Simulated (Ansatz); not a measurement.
C2H6 on a (111) slab of TiC (Fm-3m (No. 225)), 6 planes, outer planes Ti (top) and C (bottom), 1 a cell of 31.9 Å², relaxed and still whole (its atoms last):

```
CELL_PARAMETERS angstrom
6.06863 0.00000 0.00000
-3.03432 5.25559 0.00000
0.00000 0.00000 26.46577
ATOMIC_POSITIONS crystal
C 0.16667 0.33333 0.30228
C 0.16667 0.83333 0.30228
C 0.66667 0.33333 0.30228
C 0.66667 0.83333 0.30228
Ti 0.33333 0.16667 0.34908
Ti 0.33333 0.66667 0.34908
Ti 0.83333 0.16667 0.34908
Ti 0.83333 0.66667 0.34908
C 0.50000 0.50000 0.39589
C 0.50000 0.00000 0.39589
C 0.00000 0.50000 0.39589
C 0.00000 0.00000 0.39589
Ti 0.66753 0.33244 0.44191
Ti 0.66752 0.83508 0.44193
Ti 0.16492 0.33244 0.44192
Ti 0.16668 0.83335 0.44248
C 0.83364 0.66684 0.49259
C 0.83332 0.16665 0.49203
C 0.33320 0.66685 0.49256
C 0.33320 0.16635 0.49254
Ti 0.99833 0.49660 0.53251
Ti 0.99836 0.00177 0.53251
Ti 0.49989 0.49991 0.53182
Ti 0.50344 0.00176 0.53251
C 0.16703 0.83370 0.65982
C 0.16626 0.83300 0.60206
H 0.06850 0.63763 0.67412
H 0.06989 0.93283 0.67402
H 0.36357 0.93140 0.67385
H 0.27302 0.72612 0.59079
H 0.27321 0.04669 0.59078
H 0.95274 0.72639 0.59089
```

Theory: DFT PBE+D3(BJ), scalar-relativistic, plane waves, PAW (Ansatz 0.2.0). Settings: cutoff 420 eV, Γ-centred mesh 4×4×1 on the computed 32-atom cell, Gaussian smearing of 0.10 eV; no spin polarisation. A dipole correction removes the field between periodic images along c.

It binds with 0.66 eV a molecule against the clean slab and the free molecule (no zero-point or thermal terms); its shortest contact is H–Ti 2.19 Å. Take first-order desorption with no barrier to adsorption, no reaction on the face and an assumed prefactor of 10^13 s⁻¹.

(1) How long does a molecule stay at 400 K?

(2) Where does its peak lie in a desorption experiment heated at 2 K/s?

(3) Is this physisorption or chemisorption?

The molecule may also break up before it leaves, which wasn't tried.

Results:

(1) τ = ν⁻¹·exp(E/k_BT) with k_BT = 0.0345 eV: E/k_BT = 19.1, so τ ≈ 2×10^-5 s. At about one hit a site a second (10⁻⁶ mbar) the coverage is near τ × 1 s⁻¹, so a layer needs roughly 5×10^-2 mbar.

(2) The peak obeys E/(k_B·T_p²) = (ν/β)·exp(−E/k_BT_p). Solving gives T_p ≈ 245 K (E/k_BT_p = 31.3). An error of 0.1 eV in E moves it by about 37 K, and larger molecules have larger prefactors, which lowers it.

(3) The tightest contact, C–Ti 2.55 Å, is 1.08 times the sum of covalent radii, and deformation and lateral interaction add up to +0.33 eV. This is chemisorption.